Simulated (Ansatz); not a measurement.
HfN:

```
CELL_PARAMETERS angstrom
0.00000 2.45482 2.45482
2.45482 0.00000 2.45482
2.45482 2.45482 0.00000
ATOMIC_POSITIONS crystal
Hf 0.00000 0.00000 0.00000
N 0.25000 0.25000 0.25000
```

The cell comes from a database or a generator and needn't be the stable form of this composition.

```yaml
Program: Ansatz 0.2.0
Task: relaxation of cell and atoms
Functional: BLYP
Potentials_or_basis: Ansatz PAW
Cutoff: "420 eV (not typed: the program's choice for these potentials)"
k_mesh: 9 × 9 × 9
Occupations: fermi-dirac, width 0.05 eV
Spin: no spin polarisation
```

At the start: volume 14.79 Å³/atom.

Where does the relaxation end?

It ends after 7 steps and the volume is 15.28 Å³/atom (+3.3 %); space group F-43m (No. 216, to 0.05 Å).

The path:
```csv
step,energy change (eV),largest force (eV/Å),volume (Å³)
1,0.0000,0.0000,29.59
2,-0.0127,0.0000,30.81
3,-0.0149,0.0000,30.55
4,-0.0149,0.0000,30.53
5,-0.0179,0.0000,30.53
6,-0.0178,0.0000,30.55
7,-0.0178,0.0000,30.55
```

Final structure:
```xyz
2
Lattice="0.0000 2.4813 2.4813 2.4813 0.0000 2.4813 2.4813 2.4813 0.0000" Properties=species:S:1:pos:R:3 pbc="T T T"
Hf    0.0000    0.0000    0.0000
N     1.2407    1.2407    1.2407
```

Caveat: the plane-wave basis is chosen anew once the cell has moved, so the energies of steps on either side of that aren't comparable; the pressure holds a Pulay correction of +0.4 GPa for the finite cutoff; the PAW data sets come from PBE, with cores solved anew for the run's functional, which leaves a small shift of forces and pressure.
